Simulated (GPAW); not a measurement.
# BP (F-43m) in GPAW: single point with PBE

Aim: the single point of BP with PBE.

Program: GPAW 26.7.0. These are calculated values, not measurements. Logs are shortened: lines on timing, memory, paths and dates and some standing lists are left out, and cuts for length are marked. The log counts tension as positive stress, the text compression.

**1. The crystal as given**

It takes space group F-43m (No. 216, cubic). The conventional cell has a = 4.538 Å, b = 4.538 Å, c = 4.538 Å, α = 90.00°, β = 90.00°, γ = 90.00°. P (site symmetry -43m) is surrounded by 4 B at 1.97 Å. Around B (site symmetry -43m) lie 4 P at 1.97 Å.

**2. Single point, PBE**

run.py reads:

```python
from ase.dft.bandgap import bandgap
from ase.io import read, write
from ase.units import GPa
from gpaw import GPAW, PW

atoms = read('BP.xyz')

calc = GPAW(mode=PW(650),
            xc='PBE',
            kpts={'size': (8, 8, 8), 'gamma': True},
            occupations={'name': 'fermi-dirac', 'width': 0.05},
            nbands=11,
            maxiter=120,
            txt='gpaw.txt')
atoms.calc = calc
energy = atoms.get_potential_energy()
forces = atoms.get_forces()
stress = atoms.get_stress()
calc.write('gs.gpw')
write('result.traj', atoms)
print(f'Energy: {energy:.6f} eV')
print('Forces (eV/A):')
print(forces.round(4))
print('Stress (GPa):', (stress / GPa).round(3))
print('Fermi level:', round(calc.get_fermi_level(), 4), 'eV')
print(f'Gap: {bandgap(calc)[0]:.4f} eV, direct: {bandgap(calc, direct=True)[0]:.4f} eV')
```

BP.xyz reads:

```xyz
2
Lattice="0.0000000000 2.2690000000 2.2690000000 2.2690000000 0.0000000000 2.2690000000 2.2690000000 2.2690000000 0.0000000000" Properties=species:S:1:pos:R:3 pbc="T T T"
P      3.4035000000      3.4035000000      3.4035000000
B      0.0000000000      0.0000000000      0.0000000000
```

Potentials or basis: GPAW PAW data sets (gpaw-data 1.2.1), pw.

Launch:

```
> OMP_NUM_THREADS=1 python run.py
```

gpaw.txt:

```text
__  _  _
 | _ |_)|_||  |
 |__||  | ||/\| - 26.7.0

Input parameters:
  mode=PW(ecut=650.0),
  kpts=MonkhorstPack(size=(8, 8, 8), gamma=True),
  maxiter=120,
  nbands=11,
  occupations=Occupations(name='fermi-dirac', width=0.05),
  xc=XC(name='PBE')

Diagonalizing LCAO Hamiltonian
Converting LCAO to pw mode

                  P

       B

Atoms  # Å, Bohr magnetons
|   | symbol |        x |        y |        z |    initial magnetic moments |
|---|--------|----------|----------|----------|-----------------------------|
| 0 |      P | 3.403500 | 3.403500 | 3.403500 | ( 0.0000,  0.0000,  0.0000) |
| 1 |      B | 0.000000 | 0.000000 | 0.000000 | ( 0.0000,  0.0000,  0.0000) |

Unit cell  # Å
| periodic |        x |        y |        z |  lengths |    angles |
|----------|----------|----------|----------|----------|-----------|
|      yes | 0.000000 | 2.269000 | 2.269000 | 3.208851 | 60.000000 |
|      yes | 2.269000 | 0.000000 | 2.269000 | 3.208851 | 60.000000 |
|      yes | 2.269000 | 2.269000 | 0.000000 | 3.208851 | 60.000000 |

Number of symmetries: 24
Symmetry operations  # r_c * U_cc + t_c -> r_c
|    | kind |            matrix            |
|----|------|------------------------------|
|  0 |  E   |  1, 0, 0,  0, 1, 0,  0, 0, 1 |
|  1 |  σ   |  1, 0, 0,  0, 0, 1,  0, 1, 0 |
|  2 |  σ   |  1, 0,-1,  0, 1,-1,  0, 0,-1 |
|  3 |  C3  |  1, 0,-1,  0, 0,-1,  0, 1,-1 |
|  4 |  C3  |  1,-1, 0,  0,-1, 1,  0,-1, 0 |
|  5 |  σ   |  1,-1, 0,  0,-1, 0,  0,-1, 1 |
|  6 |  σ   |  0, 1, 0,  1, 0, 0,  0, 0, 1 |
|  7 |  C3  |  0, 1, 0,  0, 0, 1,  1, 0, 0 |
|  8 |  C2  |  0, 1,-1,  1, 0,-1,  0, 0,-1 |
|  9 |  S4  |  0, 1,-1,  0, 0,-1,  1, 0,-1 |
| 10 |  C3  |  0, 0, 1,  1, 0, 0,  0, 1, 0 |
| 11 |  σ   |  0, 0, 1,  0, 1, 0,  1, 0, 0 |
| 12 |  S4  |  0, 0,-1,  1, 0,-1,  0, 1,-1 |
| 13 |  C3  |  0, 0,-1,  0, 1,-1,  1, 0,-1 |
| 14 |  S4  |  0,-1, 1,  1,-1, 0,  0,-1, 0 |
| 15 |  C2  |  0,-1, 1,  0,-1, 0,  1,-1, 0 |
| 16 |  C3  |  0,-1, 0,  1,-1, 0,  0,-1, 1 |
| 17 |  S4  |  0,-1, 0,  0,-1, 1,  1,-1, 0 |
| 18 |  S4  | -1, 1, 0, -1, 0, 1, -1, 0, 0 |
| 19 |  C3  | -1, 1, 0, -1, 0, 0, -1, 0, 1 |
| 20 |  C3  | -1, 0, 1, -1, 1, 0, -1, 0, 0 |
| 21 |  S4  | -1, 0, 1, -1, 0, 0, -1, 1, 0 |
| 22 |  σ   | -1, 0, 0, -1, 1, 0, -1, 0, 1 |
| 23 |  C2  | -1, 0, 0, -1, 0, 1, -1, 1, 0 |

BZ-sampling:
  Number of BZ points: 512
  Number of IBZ points: 29

  Monkhorst-Pack size: [8, 8, 8]
  Monkhorst-Pack shift: [0.0625, 0.0625, 0.0625]

K-points  # in reciprocal-cell coordinates
|     |                                coordinates |     weight |
|-----|--------------------------------------------|------------|
|   0 | (  0.00000000,   0.00000000,   0.00000000) | 0.00195312 |
|   1 | (  0.12500000,   0.12500000,   0.00000000) | 0.01171875 |
|   2 | (  0.12500000,   0.12500000,   0.12500000) | 0.01562500 |
|   3 | (  0.25000000,   0.12500000,   0.12500000) | 0.02343750 |
|   4 | (  0.25000000,   0.25000000,   0.00000000) | 0.01171875 |
|   5 | (  0.25000000,   0.25000000,   0.12500000) | 0.04687500 |
|   6 | (  0.25000000,   0.25000000,   0.25000000) | 0.01562500 |
|   7 | (  0.37500000,   0.25000000,  -0.37500000) | 0.04687500 |
|   8 | (  0.37500000,   0.25000000,   0.12500000) | 0.04687500 |
|   9 | (  0.37500000,   0.25000000,   0.25000000) | 0.04687500 |
| ... |                                            |            |
|  28 | (  0.50000000,   0.50000000,   0.50000000) | 0.00781250 |

Plane wave coefficients: 893
Cutoff: 650.0 eV

Spin-components: 1 (collinear spins)
Bands:           11
Projectors:      10
Spin-degeneracy: 2
Datatype:        complex128

Parallelization:
  kpt:    1
  domain: 1
  band:   1

Density:
  Valence electrons: 8.0
  Components: 1
  Grid points: [20 20 20]
  Charge: 0.0  # |e|

Potential:
  Grid points: [20 20 20]

species:
  P:
    name:    Phosphorus
    Z:       15.0
    valence: 5
    core:    10
    charge:  0.0  # [|e|]
    compensation charges:
      type: gauss
      rc: 0.30  # [Å]
      lmax: 2
    cutoffs:
      filter: 1.69  # [Å]
      core: 1.81  # [Å]
    projectors
    | kind |    occ | energy [eV] | rcut [Å] |
    |------|--------|-------------|----------|
    |   3s |  2.000 |     -13.968 |    0.953 |
    |   3p |  3.000 |      -5.506 |    0.953 |
    |    s |        |      13.244 |    0.953 |
    |    p |        |      21.705 |    0.953 |
    |    d |        |       0.000 |    0.953 |

    Using partial waves for P as LCAO basis

  B:
    name:    Boron
    Z:       5.0
    valence: 3
    core:    2
    charge:  0.0  # [|e|]
    compensation charges:
      type: gauss
      rc: 0.20  # [Å]
      lmax: 2
    cutoffs:
      filter: 1.14  # [Å]
      core: 1.38  # [Å]
    projectors
    | kind |    occ | energy [eV] | rcut [Å] |
    |------|--------|-------------|----------|
    |   2s |  2.000 |      -9.443 |    0.635 |
    |   2p |  1.000 |      -3.606 |    0.635 |
    |    s |        |      17.768 |    0.635 |
    |    p |        |      23.605 |    0.635 |
    |    d |        |       0.000 |    0.635 |

    Using partial waves for B as LCAO basis

Reference energy: -9972.403226  # eV

eigensolver:
  PPCG
  Converge bands: occupied
  niter=2

density mixing:
  MSR1-Mixer
  Pratt-step length: 0.05
  Maximum mixing coefficient: 0.75
  Old densities: 10
  SVD Regularization: 0.005
  Good broyden scale: 1.0
  Trust region scale: 1.0
  Backstep threshold: 4.0
  History deletion threshold: 6.0
  Fourier metric: weight=20.0, sigma=0.015

occupation numbers:
  Fermi-Dirac:
    width: 0.0500  # eV

poisson solver:
  ecut: 5200.0  # eV

xc functional:
  name: PBE with 2 nearest neighbor stencil

convergence criteria:
- Maximum [total energy] change in last 3 cyles: 0.0005 eV / valence electron
- Maximum integral of absolute [dens]ity change: 0.0001 electrons / valence electron
- Maximum integral of absolute [eigenst]ate change: 4e-08 eV^2 / valence electron
maximum number of iterations: 120

SCF iterations
|iter     | |      energy | eigst |  dens |
|---------|-|-------------|-------|-------|
|iter:   1| |  -13.500002 | +0.11 |       |
|iter:   2| |  -13.388025 | -2.12 | -0.71 |
|iter:   3| |  -12.891685 | -1.52 | -0.74 |
|iter:   4| |  -12.885745 | -3.00 | -1.44 |
|iter:   5| |  -12.885831 | -4.07 | -1.95 |
|iter:   6| |  -12.885862c| -5.51 | -2.62 |
|iter:   7| |  -12.885862c| -7.19 | -3.72 |
|iter:   8| |  -12.885862c| -8.54c| -4.32c|

Converged in 8 steps
Energy contributions relative to reference atoms: (reference = -9972.403226)

Energy contributions:
  Kinetic:          13.557291
  Coulomb:         -11.811718
  Zero:             -0.025857
  External:          0.000000
  Xc:              -14.605578
  Entropy:          -0.000000
  Spinorbit:         0.000000
  ----------------------------
  Free energy:     -12.885862
  Extrapolated:    -12.885862

dipole moment: (-3.352018, -3.352018, -3.352018)  # |e|*Ang

Fermi level: 8.828
Eigenvalues  # (at kpt = [0.000, 0.000, 0.000])
| band index |      eig [eV] | occ [0-2] |
|------------|---------------|-----------|
|          0 |        -7.249 |     2.000 |
|          1 |         8.211 |     2.000 |
|          2 |         8.211 |     2.000 |
|          3 |         8.211 |     2.000 |
|          4 |        11.616 |     0.000 |
|          5 |        11.616 |     0.000 |
|          6 |        11.616 |     0.000 |
|          7 |        15.605 |     0.000 |
|          8 |        19.768 |     0.000 |
|          9 |        20.238 |     0.000 |
|         10 |        20.238 |     0.000 |

Gap: 1.274 eV
Transition (v -> c):
  (s=0, k=0, n=3, [0.00, 0.00, 0.00]) -> (s=0, k=12, n=4, [0.38, 0.38, 0.00])
Direct/indirect transitions are different
Direct gap: 3.405 eV
Transition at: (s=0, k=0, n=3, [0.00, 0.00, 0.00])

Forces  # eV/Ang
|        x |        y |       z |
|----------|----------|---------|
| -0.00000 | -0.00000 | 0.00000 |  # P    0
| -0.00000 |  0.00000 | 0.00000 |  # B    1

Stress tensor  # eV/Ang^3
|         x |         y |         z |
|-----------|-----------|-----------|
| -0.008744 | -0.000000 |  0.000000 |
| -0.000000 | -0.008744 | -0.000000 |
|  0.000000 | -0.000000 | -0.008744 |

# Writing to gs.gpw (mode='')
```

Wall time 6 s (1 thread of Arm Neoverse V1, shared host); peak memory 0.13 GiB.

What came out:

```
Free energy            : -12.8859 eV
Pressure               : 1.4 GPa
Band gap on the k mesh : 1.27 eV, indirect (least direct gap 3.41 eV)
```

Levels at points of the mesh, in eV from the valence-band top:
```csv
k point,band 1,band 2,band 3,band 4,band 5,band 6,band 7
"(0.00, 0.00, 0.00)",-15.46,0.00,0.00,0.00,3.41,3.41,3.41
"(0.50, 0.50, 0.00)",-10.60,-8.58,-4.11,-4.11,1.34,1.66,12.09
"(0.50, 0.50, 0.50)",-12.13,-9.03,-1.76,-1.76,3.78,4.71,4.71
```

Caveat: the cutoff is short for stress and forces, so pressures can be off by a GPa or more.
